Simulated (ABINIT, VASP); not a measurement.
# ZnS: equilibrium volume by level of theory

It takes space group P6_3mc (No. 186, hexagonal). The conventional cell has a = 3.811 Å, b = 3.811 Å, c = 6.234 Å, α = 90.00°, β = 90.00°, γ = 120.00°. Zn (site symmetry 3m) has 4 S at 2.31 to 2.40 Å as nearest neighbours. S (site symmetry 3m) has 4 Zn at 2.31 to 2.40 Å as nearest neighbours.

```csv
rung,level,program and potentials,cutoff (eV),k mesh,equilibrium volume (Å³/atom),notes
GGA + dispersion,BLYP+D3(zero damping),"VASP, PBE PAW files S, Zn, 600 eV",600,8 × 8 × 5,19.81,potentials made for PBE; 9 valence electrons an atom on average
GGA,PBE,"VASP, PBE PAW files S, Zn, release 54, 600 eV",600,8 × 8 × 5,20.20,9 valence electrons an atom on average
GGA + dispersion,PBE+MBD,"VASP, PBE PAW files S, Zn, 600 eV",600,8 × 8 × 5,19.72,9 valence electrons an atom on average
GGA + dispersion,PBE+TS,"VASP, PBE PAW files S, Zn, 600 eV",600,8 × 8 × 5,20.01,9 valence electrons an atom on average
GGA,PBEsol,"ABINIT, PseudoDojo NC SR PBEsol v0.4.1 standard",1143,6 × 6 × 4,19.21,13 valence electrons an atom on average
GGA,PBEsol,"VASP, PBE PAW files S, Zn, 600 eV",600,8 × 8 × 5,19.28,potentials made for PBE; 9 valence electrons an atom on average
GGA + dispersion,PBEsol+D3(BJ),"VASP, PBE PAW files S, Zn, 600 eV",600,8 × 8 × 5,18.74,potentials made for PBE; 9 valence electrons an atom on average
GGA,RPBE,"VASP, PBE PAW files S, Zn, 600 eV",600,8 × 8 × 5,21.00,potentials made for PBE; 9 valence electrons an atom on average
GGA + dispersion,RPBE+D3(BJ),"VASP, PBE PAW files S, Zn, 600 eV",600,8 × 8 × 5,18.17,potentials made for PBE; 9 valence electrons an atom on average
GGA + dispersion,revPBE+D3(zero damping),"VASP, PBE PAW files S, Zn, 600 eV",600,8 × 8 × 5,19.27,potentials made for PBE; 9 valence electrons an atom on average
non-local van der Waals functional,BEEF-vdW,"VASP, PBE PAW files S, Zn, 600 eV",600,8 × 8 × 5,20.53,potentials made for PBE; 9 valence electrons an atom on average
non-local van der Waals functional,PBE+rVV10,"VASP, PBE PAW files S, Zn, 600 eV",600,8 × 8 × 5,19.92,9 valence electrons an atom on average
non-local van der Waals functional,PBEsol+rVV10,"VASP, PBE PAW files S, Zn, 600 eV",600,8 × 8 × 5,19.19,potentials made for PBE; 9 valence electrons an atom on average
non-local van der Waals functional,optB88-vdW,"VASP, PBE PAW files S, Zn, 600 eV",600,8 × 8 × 5,20.08,potentials made for PBE; 9 valence electrons an atom on average
non-local van der Waals functional,optPBE-vdW,"VASP, PBE PAW files S, Zn, 600 eV",600,8 × 8 × 5,20.47,potentials made for PBE; 9 valence electrons an atom on average
meta-GGA,r2SCAN,"VASP, PBE PAW files S, Zn, 600 eV",600,8 × 8 × 5,19.60,potentials made for PBE; 9 valence electrons an atom on average
meta-GGA + dispersion,r2SCAN+rVV10,"VASP, PBE PAW files S, Zn, 600 eV",600,8 × 8 × 5,19.38,potentials made for PBE; 9 valence electrons an atom on average
meta-GGA,rSCAN,"VASP, PBE PAW files S, Zn, 600 eV",600,8 × 8 × 5,19.53,potentials made for PBE; 9 valence electrons an atom on average
```

Task: relaxation of cell and atoms. All rows: no spin polarisation. Meshes differ between rows, which moves values too. Meshes are those of the run's cell of 4 atoms unless a note names another. Relaxations start from the cell shown or near it and stop with a little pressure left. Runs on faulty files, with rough fits or with known faults for this quantity aren't shown. No row holds spin-orbit coupling.

By rung: GGA + dispersion 18.17 to 20.01; GGA 19.21 to 21.00; non-local van der Waals functional 19.19 to 20.53; meta-GGA 19.53 to 19.60; meta-GGA + dispersion 19.38 (Å³/atom).
